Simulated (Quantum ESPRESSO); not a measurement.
# Nb (Im-3m) in Quantum ESPRESSO: convergence with SCF threshold

Aim: find how far SCF threshold must go before the results for Nb settle, at PBEsol. This setting moves, with any that are tied to it; all else stays.

All numbers are computed with Quantum ESPRESSO 7.5; they aren't measurements. Logs are shortened: lines on timing, memory, paths and dates and some standing lists are left out, and cuts for length are marked.

### 1 The structure

Symmetry: Im-3m, No. 229, cubic system. The conventional cell has a = 3.328 Å, b = 3.328 Å, c = 3.328 Å, α = 90.00°, β = 90.00°, γ = 90.00°. Nb (site symmetry m-3m) is surrounded by 8 Nb at 2.88 Å.

### 2 With SCF threshold 0.001 Ry

Contents of pw.in:

```
&CONTROL
  calculation = 'scf'
  prefix = 'pwscf'
  outdir = './tmp'
  pseudo_dir = './pseudo'
  tprnfor = .true.
  tstress = .true.
  disk_io = 'nowf'
/
&SYSTEM
  ibrav = 0
  nat = 1
  ntyp = 1
  ecutwfc = 82
  nbnd = 12
  occupations = 'smearing'
  smearing = 'mv'
  degauss = 0.00367493
/
&ELECTRONS
  conv_thr = 0.001
  electron_maxstep = 120
  mixing_beta = 0.5
/
ATOMIC_SPECIES
Nb    92.9064 Nb.upf
CELL_PARAMETERS angstrom
  -1.6639500000    1.6639500000    1.6639500000
   1.6639500000   -1.6639500000    1.6639500000
   1.6639500000    1.6639500000   -1.6639500000
ATOMIC_POSITIONS crystal
Nb     0.0000000000    0.0000000000    0.0000000000
K_POINTS automatic
11 11 11 0 0 0
```

Potentials or basis: PseudoDojo 0.4 SR PBEsol stringent.

Started as:

```console
OMP_NUM_THREADS=1 pw.x -in pw.in > pw.out
```

Wall time 7.1 s (1 thread of AMD EPYC 7R43 (Zen 3), shared host); peak memory 0.05 GiB.

Results:

```
Free energy            : -1693.9229 eV
Pressure               : -3.8 GPa
Band gap on the k mesh : none (metal or under the smearing width)
```

### 3 With SCF threshold 0.0001 Ry

Edit pw.in of step 2 so:

```diff
@@ -20,3 +20,3 @@
 &ELECTRONS
-  conv_thr = 0.001
+  conv_thr = 0.0001
   electron_maxstep = 120
```

Potentials or basis: PseudoDojo 0.4 SR PBEsol stringent.

Started as:

```console
OMP_NUM_THREADS=1 pw.x -in pw.in > pw.out
```

It took 7.6 s on 1 thread of AMD EPYC 7R43 (Zen 3), shared host; peak memory 0.05 GiB.

Results:

* Free energy: -1693.9232 eV
* Pressure: -8.0 GPa
* Band gap on the k mesh: none (metal or under the smearing width)

### 4 With SCF threshold 1e-05 Ry

Edit pw.in of step 3 so:

```diff
@@ -20,3 +20,3 @@
 &ELECTRONS
-  conv_thr = 0.0001
+  conv_thr = 1d-05
   electron_maxstep = 120
```

Started as:

```console
OMP_NUM_THREADS=1 pw.x -in pw.in > pw.out
```

It took 7.6 s on 1 thread of AMD EPYC 7R43 (Zen 3), shared host; peak memory 0.05 GiB.

Results:

- Free energy: -1693.9232 eV
- Pressure: -8.0 GPa
- Band gap on the k mesh: none (metal or under the smearing width)

### 5 With SCF threshold 1e-06 Ry

Edit pw.in of step 4 so:

```diff
@@ -20,3 +20,3 @@
 &ELECTRONS
-  conv_thr = 1d-05
+  conv_thr = 1d-06
   electron_maxstep = 120
```

Started as:

```console
OMP_NUM_THREADS=1 pw.x -in pw.in > pw.out
```

It took 9.2 s on 1 thread of AMD EPYC 7R43 (Zen 3), shared host; peak memory 0.05 GiB.

Results:

```
Free energy            : -1693.9232 eV
Pressure               : -7.5 GPa
Band gap on the k mesh : none (metal or under the smearing width)
```

### 6 With SCF threshold 1e-07 Ry

Edit pw.in of step 5 so:

```diff
@@ -20,3 +20,3 @@
 &ELECTRONS
-  conv_thr = 1d-06
+  conv_thr = 1d-07
   electron_maxstep = 120
```

Potentials or basis: PseudoDojo 0.4 SR PBEsol stringent.

Started as:

```console
OMP_NUM_THREADS=1 pw.x -in pw.in > pw.out
```

Run time: 9.9 s. Hardware: 1 thread of AMD EPYC 7R43 (Zen 3), shared host; peak memory 0.05 GiB.

The run converged. Its results:

```
Free energy            : -1693.9232 eV
Pressure               : -7.2 GPa
Band gap on the k mesh : none (metal or under the smearing width)
```

### 7 With SCF threshold 1e-08 Ry

Edit pw.in of step 6 so:

```diff
@@ -20,3 +20,3 @@
 &ELECTRONS
-  conv_thr = 1d-07
+  conv_thr = 1d-08
   electron_maxstep = 120
```

Started as:

```console
OMP_NUM_THREADS=1 pw.x -in pw.in > pw.out
```

Run time: 11 s. Hardware: 1 thread of AMD EPYC 7R43 (Zen 3), shared host; peak memory 0.05 GiB.

It converged, with:

| Quantity | Value |
| --- | --- |
| Free energy | -1693.9232 eV |
| Pressure | -7.2 GPa |
| Band gap on the k mesh | none (metal or under the smearing width) |

### 8 With SCF threshold 1e-10 Ry

Edit pw.in of step 7 so:

```diff
@@ -20,3 +20,3 @@
 &ELECTRONS
-  conv_thr = 1d-08
+  conv_thr = 1d-10
   electron_maxstep = 120
```

Started as:

```console
OMP_NUM_THREADS=1 pw.x -in pw.in > pw.out
```

It took 13 s on 1 thread of AMD EPYC 7R43 (Zen 3), shared host; peak memory 0.05 GiB.

Results (log left out):

```yaml
Free_energy: -1693.9232 eV
Pressure: -7.2 GPa
Band_gap_on_the_k_mesh: none (metal or under the smearing width)
```

### 9 With SCF threshold 1e-12 Ry

Edit pw.in of step 8 so:

```diff
@@ -20,3 +20,3 @@
 &ELECTRONS
-  conv_thr = 1d-10
+  conv_thr = 1d-12
   electron_maxstep = 120
```

Potentials or basis: PseudoDojo 0.4 SR PBEsol stringent.

Started as:

```console
OMP_NUM_THREADS=1 pw.x -in pw.in > pw.out
```

pw.out:

```text
This program is part of the open-source Quantum ESPRESSO suite
     for quantum simulation of materials; please cite
         "P. Giannozzi et al., J. Phys.:Condens. Matter 21 395502 (2009);
         "P. Giannozzi et al., J. Phys.:Condens. Matter 29 465901 (2017);
         "P. Giannozzi et al., J. Chem. Phys. 152 154105 (2020);
     in publications or presentations arising from this work. More details at

     Message from routine setup:
     using ibrav=0 with symmetry is DISCOURAGED, use correct ibrav instead

     G-vector sticks info
     --------------------
     sticks:   dense  smooth     PW     G-vecs:    dense   smooth      PW
     Sum         731     731    229                12527    12527    2171

     Using Slab Decomposition

     bravais-lattice index     =            0
     lattice parameter (alat)  =       5.4463  a.u.
     unit-cell volume          =     124.3591 (a.u.)^3
     number of atoms/cell      =            1
     number of atomic types    =            1
     number of electrons       =        13.00
     number of Kohn-Sham states=           12
     kinetic-energy cutoff     =      82.0000  Ry
     charge density cutoff     =     328.0000  Ry
     scf convergence threshold =      1.0E-12
     mixing beta               =       0.5000
     number of iterations used =            8  plain     mixing
     Exchange-correlation= PBESOL
                           (   1   4  10   8   0   0   0)

     celldm(1)=   5.446278  celldm(2)=   0.000000  celldm(3)=   0.000000
     celldm(4)=   0.000000  celldm(5)=   0.000000  celldm(6)=   0.000000

     crystal axes: (cart. coord. in units of alat)
               a(1) = (  -0.577350   0.577350   0.577350 )
               a(2) = (   0.577350  -0.577350   0.577350 )
               a(3) = (   0.577350   0.577350  -0.577350 )

     reciprocal axes: (cart. coord. in units 2 pi/alat)
               b(1) = ( -0.000000  0.866025  0.866025 )
               b(2) = (  0.866025 -0.000000  0.866025 )
               b(3) = (  0.866025  0.866025  0.000000 )

     PseudoPot. # 1 for Nb read from file:
     Nb.upf
     Pseudo is Norm-conserving + core correction, Zval = 13.0
     Generated using ONCVPSP code by D. R. Hamann
     Using radial grid of 1660 points,  6 beta functions with:
                l(1) =   0
                l(2) =   0
                l(3) =   1
                l(4) =   1
                l(5) =   2
                l(6) =   2

     atomic species   valence    mass     pseudopotential
     Nb               13.00    92.90640     Nb( 1.00)

     48 Sym. Ops., with inversion, found

   Cartesian axes

     site n.     atom                  positions (alat units)
         1        Nb     tau(   1) = (   0.0000000   0.0000000   0.0000000  )

     number of k points=    56  Marzari-Vanderbilt smearing, width (Ry)=  0.0037
                       cart. coord. in units 2pi/alat
        k(    1) = (   0.0000000   0.0000000   0.0000000), wk =   0.0015026
        k(    2) = (   0.0787296   0.0787296   0.0000000), wk =   0.0180316
        k(    3) = (   0.1574592   0.1574592   0.0000000), wk =   0.0180316
        k(    4) = (   0.2361887   0.2361887   0.0000000), wk =   0.0180316
        k(    5) = (   0.3149183   0.3149183   0.0000000), wk =   0.0180316
        k(    6) = (   0.3936479   0.3936479   0.0000000), wk =   0.0180316
[... 48 lines left out ...]
        k(   55) = (  -0.7872958  -0.0787296  -0.0787296), wk =   0.0120210
        k(   56) = (  -0.0000000  -0.0000000   0.7872958), wk =   0.0090158

     Dense  grid:    12527 G-vectors     FFT dimensions: (  32,  32,  32)

     Initial potential from superposition of free atoms

     starting charge      12.9979, renormalised to      13.0000
     Starting wfcs are   10 randomized atomic wfcs +    2 random wfcs

     Self-consistent Calculation

     iteration #  1     ecut=    82.00 Ry     beta= 0.50
     Davidson diagonalization with overlap
     ethr =  1.00E-02,  avg # of iterations =  3.6

     Threshold (ethr) on eigenvalues was too large:
     Diagonalizing with lowered threshold

     Davidson diagonalization with overlap
     ethr =  7.41E-04,  avg # of iterations =  1.2

     total energy              =    -124.48843212 Ry
     estimated scf accuracy    <       0.09842724 Ry
[... 50 lines left out ...]
     iteration #  9     ecut=    82.00 Ry     beta= 0.50
     Davidson diagonalization with overlap
     ethr =  1.00E-13,  avg # of iterations =  2.3

     End of self-consistent calculation

          k = 0.0000 0.0000 0.0000 (  1553 PWs)   bands (ev):

   -36.9365 -12.3140 -12.3140 -12.3140  11.4770  17.7327  17.7327  17.7327
    20.5651  20.5651  31.5989  31.5989
[... 273 lines left out ...]
   -36.5576 -13.1890 -13.1692 -13.1692  13.8522  13.9029  22.2483  22.2483
    22.6864  25.8046  27.0211  27.0211

     the Fermi energy is    17.3036 ev

!    total energy              =    -124.50105749 Ry
     estimated scf accuracy    <          3.8E-13 Ry
     smearing contrib. (-TS)   =       0.00003985 Ry
     internal energy E=F+TS    =    -124.50109734 Ry

     The total energy is F=E-TS. E is the sum of the following terms:
     one-electron contribution =     -15.88360441 Ry
     hartree contribution      =      15.12728236 Ry
     xc contribution           =     -25.94733555 Ry
     ewald contribution        =     -97.79743974 Ry

     convergence has been achieved in   9 iterations

     Forces acting on atoms (cartesian axes, Ry/au):

     atom    1 type  1   force =     0.00000000    0.00000000    0.00000000

     Total force =     0.000000     Total SCF correction =     0.000000

     Computing stress (Cartesian axis) and pressure

          total   stress  (Ry/bohr**3)                   (kbar)     P=      -72.21
  -0.00049087   0.00000000   0.00000000          -72.21        0.00        0.00
   0.00000000  -0.00049087   0.00000000            0.00      -72.21        0.00
  -0.00000000   0.00000000  -0.00049087           -0.00        0.00      -72.21

=------------------------------------------------------------------------------=
   JOB DONE.
=------------------------------------------------------------------------------=
```

Wall time 13 s (1 thread of AMD EPYC 7R43 (Zen 3), shared host); peak memory 0.05 GiB.

What came out:

```yaml
Free_energy: -1693.9232 eV
Pressure: -7.2 GPa
Band_gap_on_the_k_mesh: none (metal or under the smearing width)
```

### 10 Summary

```tsv
SCF threshold	energy less the tightest run, at zero smearing (meV/atom)	pressure (GPa)	SCF cycles	CPU time (s)	peak memory (GiB)
0.001 Ry	0.25	-3.81	3	7.1	0.05
0.0001 Ry	0.02	-8.02	4	7.6	0.05
1e-05 Ry	0.02	-8.02	4	7.5	0.05
1e-06 Ry	0.00	-7.53	5	9.2	0.05
1e-07 Ry	0.00	-7.21	6	9.9	0.05
1e-08 Ry	0.00	-7.21	6	11	0.05
1e-10 Ry	0.00	-7.22	8	12	0.05
1e-12 Ry	0.00	-7.22	9	13	0.05
```

Against the tightest run, the energy stays within 1 meV/atom from 0.001 Ry on; the pressure stays within 0.1 GPa from 1e-07 Ry on. The tightest run that finished is the yardstick and may itself not be fully converged.
